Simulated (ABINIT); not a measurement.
# B (Pm-3m) in ABINIT: settings compared

One crystal, B, is run at these levels: PBEsol, RPBE, BLYP, AM05; tasks: single point.

Everything below comes from runs of ABINIT 10.8.3 (patched build). Logs are shortened: lines on timing, memory, paths and dates and some standing lists are left out, and cuts for length are marked. The log counts tension as positive stress, the text compression.

### Step 1. The crystal as given

The structure is cubic, space group Pm-3m (No. 221). Conventional cell: a = 1.885 Å, b = 1.885 Å, c = 1.885 Å, α = 90.00°, β = 90.00°, γ = 90.00°. Around B (site symmetry m-3m) lie 6 B at 1.89 Å.

The cell was built by a generator and needn't be a form met in nature.

### Step 2. Single point, PBEsol

run.abi

```
# Pseudopotentials
pp_dirpath "./"
pseudos "B.GGA_PBE-JTH.xml"

# Structure
acell 3*1.0 Angstrom
rprim
     1.8852400000     0.0000000000     0.0000000000
     0.0000000000     1.8852400000     0.0000000000
     0.0000000000     0.0000000000     1.8852400000
ntypat 1
znucl 5
natom 1
typat 1
xred
     0.5000000000     0.5000000000     0.5000000000

# Plane-wave basis
ecut 18.0
pawecutdg 36.0
pawxcdev 0

# k points
kptopt 1
ngkpt 14 14 14
nshiftk 1
shiftk 0.0 0.0 0.0

# Exchange and correlation
ixc -116133

# Bands and occupations
nband 6
occopt 3
tsmear 0.05 eV

# SCF cycle
nstep 100
tolvrs 1.0e-9

# Output
iomode 3
prtwf 0
prtden 0
prteig 0
prtebands 0
enunit 1
```

Potentials or basis: JTH PAW PBE v2.0.

Launch:

```
> abinit run.abi > log 2>&1
```

run.abo:

```text
.Version 10.8.3 of ABINIT
 Symmetries : space group Pm -3 m (#221); Bravais cP (primitive cubic)
================================================================================
 Values of the parameters that define the memory need of the present run
     intxc =       0    ionmov =       0      iscf =      17    lmnmax =       8
     lnmax =       4     mgfft =      15  mpssoang =       2    mqgrid =    3001
     natom =       1  nloc_mem =       2    nspden =       1   nspinor =       1
    nsppol =       1      nsym =      48    n1xccc =       1    ntypat =       1
    occopt =       3   xclevel =       2
       mpw =         172          nfft =        3375          nkpt =         120
 PAW method is used; the additional fine FFT grid is defined by:
   mgfftf=        20    nfftf =      8000
================================================================================
================================================================================

--------------------------------------------------------------------------------
------------- Echo of variables that govern the present computation ------------
--------------------------------------------------------------------------------
 -outvars: echo values of preprocessed input variables --------
            acell      1.8897261259E+00  1.8897261259E+00  1.8897261259E+00 Bohr
              amu      1.08110000E+01
             ecut      1.80000000E+01 Hartree
           enunit           1
                       outvar_i_n : Printing only first  50 k-points.
              ixc     -116133
                       outvar_i_n : Printing only first  50 k-points.
         kptrlatt       14    0    0      0   14    0      0    0   14
          kptrlen      4.98762219E+01
            natom           1
            nband           6
            ngfft          15      15      15
          ngfftdg          20      20      20
             nkpt         120
            nstep         100
             nsym          48
           ntypat           1
                       prtocc : prtvol=0, do not print more k-points.
           occopt           3
        pawecutdg      3.60000000E+01 Hartree
         pawxcdev           0
           prtden           0
        prtebands           0
           prteig           0
            prtwf           0
            rprim      1.8852400000E+00  0.0000000000E+00  0.0000000000E+00
                       0.0000000000E+00  1.8852400000E+00  0.0000000000E+00
                       0.0000000000E+00  0.0000000000E+00  1.8852400000E+00
          spgroup         221
           tolvrs      1.00000000E-09
           tsmear      1.83746611E-03 Hartree
            typat      1
           useylm           1
                       outvars : Printing only first  50 k-points.
           xangst      9.4262000000E-01  9.4262000000E-01  9.4262000000E-01
            xcart      1.7812936408E+00  1.7812936408E+00  1.7812936408E+00
             xred      5.0000000000E-01  5.0000000000E-01  5.0000000000E-01
            znucl        5.00000

================================================================================

 chkinp: Checking input parameters for consistency.

[... 92 lines left out ...]
 Atom  Sphere_radius  Integrated_density
    1        1.70617          1.78004281

================================================================================

 ----iterations are completed or convergence reached----

 Mean square residual over all n,k,spin=   10.496E-08; max=  35.588E-06
 reduced coordinates (array xred) for    1 atoms
       0.500000000000      0.500000000000      0.500000000000
 rms dE/dt=  0.0000E+00; max dE/dt=  0.0000E+00; dE/dt below (all hartree)
    1       0.000000000000      0.000000000000      0.000000000000

 cartesian coordinates (angstrom) at end:
    1      0.94262000000000     0.94262000000000     0.94262000000000

 cartesian forces (hartree/bohr) at end:
    1     -0.00000000000000    -0.00000000000000    -0.00000000000000
 frms,max,avg= 0.0000000E+00 0.0000000E+00   0.000E+00  0.000E+00  0.000E+00 h/b

 cartesian forces (eV/Angstrom) at end:
    1     -0.00000000000000    -0.00000000000000    -0.00000000000000
 frms,max,avg= 0.0000000E+00 0.0000000E+00   0.000E+00  0.000E+00  0.000E+00 e/A
 length scales=  1.889726125908  1.889726125908  1.889726125908 bohr
              =  1.000000000000  1.000000000000  1.000000000000 angstroms
 Fermi (or HOMO) energy (eV) =   7.85664   Average Vxc (eV)= -12.38931
 Eigenvalues (   eV  ) for nkpt= 120  k points:
 kpt#   1, nband=  6, wtk=  0.00036, kpt=  0.0000  0.0000  0.0000 (reduced coord)
  -7.89115   21.50164   21.50164   21.50164   32.06571   32.06571
 prteigrs : prtvol=0 or 1, do not print more k-points.

--- !EnergyTerms
iteration_state     : {dtset: 1, }
comment             : Components of total free energy in Hartree
kinetic             :  1.68395823801885E+00
hartree             :  3.61378168502472E-02
xc                  : -1.12621487178687E+00
Ewald energy        : -3.58386690582520E+00
psp_core            :  2.78338509324614E-01
local_psp           : -3.70199600103881E-01
PAW spherical_terms :  2.67107418260982E-01
internal            : -2.81473939526126E+00
'-kT*entropy'       : -1.71194180483171E-04
total_energy        : -2.81491058944174E+00
total_energy_eV     : -7.65976192972013E+01
...

--- !EnergyTermsDC
iteration_state     : {dtset: 1, }
comment             : '"Double-counting" decomposition of free energy'
band_energy         :  2.21495406154166E-01
Ewald energy        : -3.58386690582520E+00
psp_core            :  2.78338509324614E-01
xc_dc               :  2.48547096756224E-01
PAW spherical_terms :  2.07460822352716E-02
internal            : -2.81473981135492E+00
'-kT*entropy'       : -1.71194180483171E-04
total_energy_dc     : -2.81491100553540E+00
total_energy_dc_eV  : -7.65976306196867E+01
...

--- !EnergyTermsWithPAWCore
iteration_state     : {dtset: 1, }
comment             : 'Components of total free energy, including PAW core contributions'
Total energy        : -2.46908978929799E+01
Total energy DC     : -2.46908983090736E+01
Total energy (eV)   : -6.71873559325954E+02
Total energy DC (eV): -6.71873570648440E+02
...

 Cartesian components of stress tensor (hartree/bohr^3)
  sigma(1 1)=  8.84666950E-05  sigma(3 2)=  0.00000000E+00
  sigma(2 2)=  8.84666950E-05  sigma(3 1)=  0.00000000E+00
  sigma(3 3)=  8.84666950E-05  sigma(2 1)=  0.00000000E+00

-Cartesian components of stress tensor (GPa)         [Pressure= -2.6028E+00 GPa]
- sigma(1 1)=  2.60278003E+00  sigma(3 2)=  0.00000000E+00
- sigma(2 2)=  2.60278003E+00  sigma(3 1)=  0.00000000E+00
- sigma(3 3)=  2.60278003E+00  sigma(2 1)=  0.00000000E+00

== END DATASET(S) ==============================================================
================================================================================

 -outvars: echo values of variables after computation  --------
            acell      1.8897261259E+00  1.8897261259E+00  1.8897261259E+00 Bohr
           etotal     -2.8149110055E+00
            fcart     -0.0000000000E+00 -0.0000000000E+00 -0.0000000000E+00
            rprim      1.8852400000E+00  0.0000000000E+00  0.0000000000E+00
                       0.0000000000E+00  1.8852400000E+00  0.0000000000E+00
                       0.0000000000E+00  0.0000000000E+00  1.8852400000E+00
           strten      8.8466695030E-05  8.8466695030E-05  8.8466695030E-05
                       0.0000000000E+00  0.0000000000E+00  0.0000000000E+00
           xangst      9.4262000000E-01  9.4262000000E-01  9.4262000000E-01
             xred      5.0000000000E-01  5.0000000000E-01  5.0000000000E-01
 Calculation completed.
```

Wall time 3.2 s (1 thread of Arm Neoverse V2, shared host); peak memory 0.07 GiB.

Results:

- Free energy: -76.5976 eV
- Pressure: -2.6 GPa
- Band gap on the k mesh: none (metal or under the smearing width)
- Valence electrons inside the program's atomic spheres: B 1.78 (radii [0.9029] Å)

Caveat: the PAW data sets were made with another functional, which shifts forces and pressure a little.

### Step 3. Single point, RPBE

Edit run.abi of step 2 so:

```diff
@@ -29,3 +29,3 @@
 # Exchange and correlation
-ixc -116133
+ixc 15
```

Potentials or basis: JTH PAW PBE v2.0.

Launch:

```
> abinit run.abi > log 2>&1
```

Run time: 2.3 s. Hardware: 1 thread of Arm Neoverse V2, shared host; peak memory 0.07 GiB.

It converged, with:

```yaml
Free_energy: -76.5419 eV
Pressure: 3.6 GPa
Band_gap_on_the_k_mesh: none (metal or under the smearing width)
Valence_electrons_inside_the_program's_atomic_spheres: B 1.78 (radii [0.9029] Å)
```

Levels at points of the mesh, in eV from the Fermi level:
```
           k point  band 1  band 2  band 3  band 4  band 5
(0.00, 0.00, 0.00)  -15.82   13.74   13.74   13.74   24.09
(0.50, 0.00, 0.00)   -8.22   -6.25   17.66   17.66   30.08
(0.50, 0.50, 0.00)   -1.90   -1.90    4.28    8.15   20.87
(0.50, 0.50, 0.50)    3.50    3.50    3.50   16.58   16.58
```

Caveat: the PAW data sets were made with another functional, which shifts forces and pressure a little.

### Step 4. Single point, BLYP

Edit run.abi of step 3 so:

```diff
@@ -29,3 +29,3 @@
 # Exchange and correlation
-ixc 15
+ixc -106131
```

Launch:

```
> abinit run.abi > log 2>&1
```

Run time: 2.6 s. Hardware: 1 thread of Arm Neoverse V2, shared host; peak memory 0.07 GiB.

The run converged. Its results:

```
Free energy                                           : -75.9560 eV
Pressure                                              : 7.7 GPa
Band gap on the k mesh                                : none (metal or under the smearing width)
Valence electrons inside the program's atomic spheres : B 1.81 (radii [0.9029] Å)
```

Levels at points of the mesh, in eV from the Fermi level:
```csv
k point,band 1,band 2,band 3,band 4,band 5,band 6
"(0.00, 0.00, 0.00)",-15.52,13.46,13.46,13.46,24.38,24.38
"(0.50, 0.00, 0.00)",-7.97,-6.12,17.19,17.19,30.41,31.56
"(0.50, 0.50, 0.00)",-1.91,-1.91,4.24,8.90,20.24,40.59
"(0.50, 0.50, 0.50)",3.28,3.28,3.28,17.13,17.13,17.13
```

Caveat: the PAW data sets were made with another functional, which shifts forces and pressure a little.

### Step 5. Single point, AM05

Edit run.abi of step 4 so:

```diff
@@ -29,3 +29,3 @@
 # Exchange and correlation
-ixc -106131
+ixc -120135
```

Launch:

```
> abinit run.abi > log 2>&1
```

Wall time 3.1 s (1 thread of Arm Neoverse V2, shared host); peak memory 0.07 GiB.

It converged, with:

| Quantity | Value |
| --- | --- |
| Free energy | -76.2919 eV |
| Pressure | -4.2 GPa |
| Band gap on the k mesh | none (metal or under the smearing width) |
| Valence electrons inside the program's atomic spheres | B 1.77 (radii [0.9029] Å) |

Levels at points of the mesh, in eV from the Fermi level:
```csv
k point,band 1,band 2,band 3,band 4,band 5
"(0.00, 0.00, 0.00)",-15.77,13.67,13.67,13.67,24.18
"(0.50, 0.00, 0.00)",-8.28,-6.12,17.58,17.58,29.81
"(0.50, 0.50, 0.00)",-1.92,-1.92,4.47,7.99,20.76
"(0.50, 0.50, 0.50)",3.49,3.49,3.49,16.54,16.54
```

Caveat: the PAW data sets were made with another functional, which shifts forces and pressure a little.

### Step 6. The runs side by side

```tsv
level	gap on the mesh (eV)	pressure (GPa)
PBEsol	none	-2.6
RPBE	none	3.6
BLYP	none	7.7
AM05	none	-4.2
```

Alike in all rows: task single point; potentials or basis JTH PAW PBE v2.0; no spin polarisation; cell as given; k mesh 14 × 14 × 14; cutoff (eV) 490; smearing fermi-dirac 0.05 eV.

Every run on the cell as given and a fine mesh finds a metal. The pressure there spans -4.2 GPa (AM05) to 7.7 GPa (BLYP); a positive pressure means that this level wants a larger cell, a negative one a smaller.

Caveats: the PAW data sets were made with another functional, which shifts forces and pressure a little.

Total energies depend on the potentials used, so only differences within one code and one set of settings carry meaning.
